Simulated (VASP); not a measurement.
# RuS2 (P-3m1) in VASP: electric field gradients with PBEsol

Aim: the electric field gradients of RuS2 with PBEsol.

Everything below comes from runs of VASP 6.6.1. Logs are shortened: lines on timing, memory, paths and dates and some standing lists are left out, and cuts for length are marked.

## (1) The crystal as given

Symmetry: P-3m1, No. 164, trigonal system. Conventional cell: a = 3.443 Å, b = 3.443 Å, c = 5.113 Å, α = 90.00°, β = 90.00°, γ = 120.00°. Ru (site symmetry -3m) has 6 S at 2.37 Å as nearest neighbours. S (site symmetry 3m) has 3 Ru at 2.37 Å as nearest neighbours.

The cell comes from a database or a generator and needn't be the stable form of this composition.

## (2) Electric field gradients, PBEsol

Input file INCAR:

```
SYSTEM = RuS2
PREC = Accurate
ENCUT = 520
EDIFF = 1E-8
ISMEAR = -1
SIGMA = 0.05
LREAL = .FALSE.
LASPH = .TRUE.
NELM = 100
ALGO = Fast
ISIF = 2
LWAVE = .FALSE.
LCHARG = .FALSE.
GGA = PS
LEFG = .TRUE.
NBANDS = 20
```

Input file KPOINTS:

```
Automatic mesh
0
G
  12 12 7
  0 0 0
```

Input file POSCAR:

```
RuS2
1.0
    3.4427884332      0.0000000000      0.0000000000
   -1.7213942166      2.9815422430      0.0000000000
    0.0000000000      0.0000000000      5.1133983325
Ru S
1 2
Direct
    0.0000000000      0.0000000000      0.0000000000
    0.3333333333      0.6666666667      0.2536057355
    0.6666666667      0.3333333333      0.7463942645
```

Potentials or basis: VASP PAW PBE potentials, release 64 (Ru_pv, S).

The run is started by

```
$ cat potpaw_PBE.64/Ru_pv/POTCAR potpaw_PBE.64/S/POTCAR > POTCAR
$ mpirun -np 1 vasp_std > vasp.out
```

OUTCAR:

```text
SYSTEM = RuS2
   PREC = Accurate
   ENCUT = 520
   EDIFF = 1E-8
   ISMEAR = -1
   LREAL = .FALSE.
   LASPH = .TRUE.
   NELM = 100
   ISIF = 2
   GGA = PS

 ion  position               nearest neighbor table
   1  0.000  0.000  0.000-   2 2.37   3 2.37   2 2.37   3 2.37   3 2.37   2 2.37
   2  0.333  0.667  0.254-   1 2.37   1 2.37   1 2.37
   3  0.667  0.333  0.746-   1 2.37   1 2.37   1 2.37

  LATTYP: Found a hexagonal cell.
 ALAT       =     3.4427884332
 C/A-ratio  =     1.4852490740

  Lattice vectors:

 A1 = (   3.4427884332,   0.0000000000,   0.0000000000)
 A2 = (  -1.7213942166,   2.9815422430,   0.0000000000)
 A3 = (   0.0000000000,   0.0000000000,   5.1133983325)

Analysis of symmetry for initial positions (statically):
=====================================================================
 Subroutine PRICEL returns:
 Original cell was already a primitive cell.

 Routine SETGRP: Setting up the symmetry group for a
 hexagonal supercell.

 Subroutine GETGRP returns: Found 12 space group operations
 (whereof 12 operations were pure point group operations)
 out of a pool of 24 trial point group operations.

The static configuration has the point symmetry D_3d.

Analysis of symmetry for dynamics (positions and initial velocities):
=====================================================================
 Subroutine PRICEL returns:
 Original cell was already a primitive cell.

 Routine SETGRP: Setting up the symmetry group for a
 hexagonal supercell.

 Subroutine GETGRP returns: Found 12 space group operations
 (whereof 12 operations were pure point group operations)
 out of a pool of 24 trial point group operations.

The dynamic configuration has the point symmetry D_3d.

 Subroutine INISYM returns: Found 12 space group operations
 (whereof 12 operations are pure point group operations),
 and found     1 'primitive' translations

----------------------------------------------------------------------------------------

                                     Primitive cell

  volume of cell :      52.4881

  direct lattice vectors                    reciprocal lattice vectors
     3.442788433  0.000000000  0.000000000     0.290462228  0.167698446  0.000000000
    -1.721394217  2.981542243  0.000000000     0.000000000  0.335396891  0.000000000
     0.000000000  0.000000000  5.113398333     0.000000000  0.000000000  0.195564659

  length of vectors
     3.442788433  3.442788433  5.113398333     0.335396891  0.335396891  0.195564659

  position of ions in fractional coordinates (direct lattice)
     0.000000000  0.000000000  0.000000000
     0.333333333  0.666666667  0.253605736
     0.666666667  0.333333333  0.746394264

  ion indices of the primitive-cell ions
   primitive index   ion index
                 1           1
                 2           2
                 3           3

----------------------------------------------------------------------------------------

 KPOINTS: Automatic mesh

Automatic generation of k-mesh.
 Grid dimensions read from file:
 generate k-points for:   12   12    7

 Generating k-lattice:

  Cartesian coordinates                     Fractional coordinates (reciprocal lattice)
     0.024205186  0.013974870  0.000000000     0.083333333  0.000000000  0.000000000
     0.000000000  0.027949741  0.000000000     0.000000000  0.083333333  0.000000000
     0.000000000  0.000000000  0.027937808     0.000000000  0.000000000  0.142857143

  Length of vectors
     0.027949741  0.027949741  0.027937808

  Shift w.r.t. Gamma in fractional coordinates (k-lattice)
     0.000000000  0.000000000  0.000000000

 Subroutine IBZKPT returns following result:
 ===========================================

 Found    112 irreducible k-points:

 Following reciprocal coordinates:
            Coordinates               Weight
  0.000000  0.000000  0.000000      1.000000
  0.083333  0.000000  0.000000      6.000000
  0.166667  0.000000  0.000000      6.000000
  0.250000  0.000000  0.000000      6.000000
  0.333333  0.000000  0.000000      6.000000
  0.416667  0.000000  0.000000      6.000000
[... 16 lines left out ...]
  0.166667  0.000000  0.142857      6.000000
  0.000000  0.166667  0.142857      6.000000
 [... further k-points ...]
   k-points           NKPTS =    112   k-points in BZ     NKDIM =    112   number of bands    NBANDS=     20
   number of dos      NEDOS =    301   number of ions     NIONS =      3
   total plane-waves  NPLWV =  31360
   dimension x,y,z NGX =    28 NGY =   28 NGZ =   40
   dimension x,y,z NGXF=    56 NGYF=   56 NGZF=   80
   ions per type =               1   2
   NGX,Y,Z   is equivalent  to a cutoff of  13.52, 13.52, 13.00 a.u.
   NGXF,Y,Z  is equivalent  to a cutoff of  27.04, 27.04, 26.01 a.u.
 SYSTEM =  RuS2
   PREC   = accura    normal or accurate (medium, high low for compatibility)
   ISTART =      0    job   : 0-new  1-cont  2-samecut
   ICHARG =      2    charge: 1-file 2-atom 10-const
   ISPIN  =      1    spin polarized calculation?
   LNONCOLLINEAR =      F non collinear calculations
   LSORBIT =      F    spin-orbit coupling
   LASPH  =      T    aspherical Exc in radial PAW
   ENCUT  =  520.0 eV  38.22 Ry    6.18 a.u.   6.40  6.40  9.51*2*pi/ulx,y,z
   NELM   =    100;   NELMIN=  2; NELMDL= -5     # of ELM steps
   EDIFF  = 0.1E-07   stopping-criterion for ELM
   LREAL  =      F    real-space projection
   EDIFFG = 0.1E-06   stopping-criterion for IOM
   NSW    =      0    number of steps for IOM
   IBRION =     -1    ionic relax: 0-MD 1-quasi-New 2-CG
   NFREE  =      0    steps in history (QN), initial steepest desc. (CG)
   ISIF   =      2    stress and relaxation
   ISYM   =      2    0-nonsym 1-usesym 2-fastsym
   POTIM  = 0.5000    time-step for ionic-motion
   TEBEG  =    0.0;   TEEND  =   0.0 temperature during run
   PSTRESS=    0.0 pullay stress
   NELECT =      26.0000    total number of electrons
   NUPDOWN=      -1.0000    fix difference up-down
   EMIN   =  10.00;   EMAX   =-10.00  energy-range for DOS
   EFERMI =   0.00;   METHOD = LEGACY
   ISMEAR =    -1;   SIGMA  =   0.05  broadening in eV -4-tet -1-fermi 0-gaus
   EFERMI_NEDOS =   21; number of points for ismear=-14 and -15
   IALGO  =     68    algorithm
   IMIX   =      4    mixing-type and parameters
     AMIX     =   0.40;   BMIX     =  1.00
     AMIX_MAG =   1.60;   BMIX_MAG =  1.00
  volume/ion in A,a.u.               =      17.50       118.07
  Fermi-wavevector in a.u.,A,eV,Ry     =   1.295326  2.447811 22.828788  1.677869
  Thomas-Fermi vector in A             =   2.426852
   LORBIT       =      0    0 simple, 1 ext, 2 COOP (PROOUT), +10 PAW based schemes
   GGA     = PS    functional components
   LHFCALC =     F    Hartree Fock is set to
   AEXX    =    0.0000 exact exchange contribution
   IVDW    =     0    specifies the selected vdW correction
   LEPSILON=     F    determine dielectric tensor
   LRPA    =     F    only Hartree local field effects (RPA)
 non-spin polarized calculation
 RMM-DIIS sequential band-by-band and
  energy-cutoff  :      520.00
  volume of cell :       52.49
 maximum number of plane-waves:      1431
 NGX is ok and might be reduce to    28
   NGX = 13   NGY = 13   NGZ = 19

 number of electron      26.0000000 magnetization

 Free energy of the ion-electron system (eV)
  ---------------------------------------------------
  ext. energy  EPLUGINS =         0.00000000
  ---------------------------------------------------
  free energy    TOTEN  =       -19.64748615 eV

  energy without entropy =      -19.61019759  energy(sigma->0) =      -19.62884187

 E-fermi :   6.7238     XC(G=0): -11.1228

 val. band max:        6.7197342723   @ k =   0.3333   0.1667   0.2857
 cond. band min:       6.7242925817   @ k =   0.1667   0.1667   0.2857
 fundamental gap:      0.0045583094
 Fermi energy:         6.7238040381

 k-point     1 :       0.0000    0.0000    0.0000
  band No.  band energies     occupation
      1     -35.9324      2.00000
      2     -35.8861      2.00000
      3     -35.8861      2.00000
      4      -7.8689      2.00000
      5      -5.3288      2.00000
      6       0.3339      2.00000
[... 12 lines left out ...]
     19      15.8149      0.00000
[... 513 lines left out ...]
      4      -7.4633      2.00000
      5      -5.5322      2.00000
      6       0.8203      2.00000
[... 12 lines left out ...]
     19      15.6827      0.00000
     20      16.7289      0.00000

 [... further k-points ...]

------------------------ aborting loop because EDIFF is reached ----------------------------------------

  FORCE on cell =-STRESS in cart. coord.  units (eV):
  Direction    XX          YY          ZZ          XY          YZ          ZX
  --------------------------------------------------------------------------------------
  -------------------------------------------------------------------------------------
  Total       -1.8440818     -1.8440818     -1.7039605     -0.0000000      0.0000000      0.0000000
  in kB      -56.2898159    -56.2898159    -52.0126736     -0.0000000      0.0000000      0.0000000
  external PRESSURE =     -54.8641018 kB  Pullay stress =       0.0000000 kB

 VOLUME and BASIS-vectors are now :
 -----------------------------------------------------------------------------
  energy-cutoff  :      520.00
  volume of cell :       52.49
      direct lattice vectors                 reciprocal lattice vectors
     3.442788433  0.000000000  0.000000000     0.290462228  0.167698446  0.000000000
    -1.721394217  2.981542243  0.000000000     0.000000000  0.335396891  0.000000000
     0.000000000  0.000000000  5.113398333     0.000000000  0.000000000  0.195564659

 POSITION                                       TOTAL-FORCE (eV/Angst)
 -----------------------------------------------------------------------------------
      0.00000      0.00000      0.00000         0.000000      0.000000      0.000000
     -0.00000      1.98769      1.29679        -0.000000     -0.000000     -0.243044
      1.72139      0.99385      3.81661         0.000000      0.000000      0.243044
 -----------------------------------------------------------------------------------
    total drift:                                0.000000      0.000000      0.000000

  FREE ENERGIE OF THE ION-ELECTRON SYSTEM (eV)
  ---------------------------------------------------
  free  energy   TOTEN  =       -19.6474861473 eV

  energy  without entropy=      -19.6101975859  energy(sigma->0) =      -19.62884187

 Electric field gradients (V/A^2)
---------------------------------------------------------------------
 ion       V_xx      V_yy      V_zz      V_xy      V_xz      V_yz
---------------------------------------------------------------------
   1       6.315     6.316   -12.631     0.000     0.000    -0.000
   2       4.998     4.997    -9.995    -0.000     0.000    -0.000
   3       4.998     4.997    -9.995    -0.000     0.000    -0.000
---------------------------------------------------------------------

 Electric field gradients after diagonalization (V/A^2)
 (convention: |V_zz| > |V_xx| > |V_yy|)
----------------------------------------------------------------------
 ion       V_xx      V_yy      V_zz     asymmetry (V_yy - V_xx)/ V_zz
----------------------------------------------------------------------
   1       6.316     6.315   -12.631       0.000
   2       4.998     4.997    -9.995       0.000
   3       4.998     4.997    -9.995       0.000
----------------------------------------------------------------------

           NMR quadrupolar parameters

 Cq : quadrupolar parameter    Cq=e*Q*V_zz/h
 eta: asymmetry parameters     (V_yy - V_xx)/ V_zz
 Q  : nuclear electric quadrupole moment in mb (millibarn)
----------------------------------------------------------------------
 ion       Cq(MHz)       eta       Q (mb)
----------------------------------------------------------------------
   1      -0.031       0.000       1.000
   2      -0.024       0.000       1.000
   3      -0.024       0.000       1.000
----------------------------------------------------------------------
```

It took 2.9 min on 1 thread of Intel Xeon Platinum 8175M at 2.50GHz (Skylake/Cascade Lake), shared host; peak memory 0.25 GiB.

What came out:

```
Free energy            : -19.6475 eV
Pressure               : -5.5 GPa
Largest force          : 0.243 eV/Å
Band gap on the k mesh : none (metal or under the smearing width)
```

Forces in eV/Å, atoms in the order of the input:
```
Ru   0.000  0.000  0.000
S    0.000  0.000 -0.243
S    0.000  0.000  0.243
```

Electric field gradients, principal values (V/Å²):
```csv
atom,Vxx,Vyy,Vzz
1 Ru,6.315,6.316,-12.631
2 S,4.997,4.998,-9.995
3 S,4.997,4.998,-9.995
```

Caveat: the PAW data sets were made with another functional, which shifts forces and pressure a little.
